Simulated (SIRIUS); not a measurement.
Zn:

```
Zn
1.0
     2.67000    0.00000    0.00000
    -1.33500    2.31229    0.00000
     0.00000    0.00000    4.96600
Zn
2
Direct
  0.66667 0.33333 0.75000
  0.33333 0.66667 0.25000
```

Base run:

| Quantity | Value |
| --- | --- |
| Program | SIRIUS 7.10.0 |
| Functional | PW91 |
| Potentials or basis | PseudoDojo 0.4.1 PBE standard (scalar relativistic) |
| Cutoff | 1152 eV |
| Density cutoff | 4606 eV |
| k mesh | 8 × 8 × 4 |
| Occupations | fermi-dirac, width 0.05 eV |
| Spin | no spin polarisation |

Its results: band gap on the k mesh none (metal or under the smearing width); pressure -0.9 GPa.

Question: After a change of settings the same cell gave: band gap on the k mesh none (metal or under the smearing width); pressure -10.9 GPa. Which change was it?
A. functional from PW91 to SOGGA; libxc names from ["XC_GGA_X_PW91", "XC_GGA_C_PW91"] to ["XC_GGA_X_SOGGA", "XC_GGA_C_PBE"]
B. functional from PW91 to PBEsol; libxc names from ["XC_GGA_X_PW91", "XC_GGA_C_PW91"] to ["XC_GGA_X_PBE_SOL", "XC_GGA_C_PBE_SOL"]
C. functional from PW91 to LDA; libxc names from ["XC_GGA_X_PW91", "XC_GGA_C_PW91"] to ["XC_LDA_X", "XC_LDA_C_PW"]
D. functional from PW91 to AM05; libxc names from ["XC_GGA_X_PW91", "XC_GGA_C_PW91"] to ["XC_GGA_X_AM05", "XC_GGA_C_AM05"]

Answer: C.

Caveats: the potentials were made for another functional, which shifts forces and pressure.

Runs at the PBE level aren't shown here.
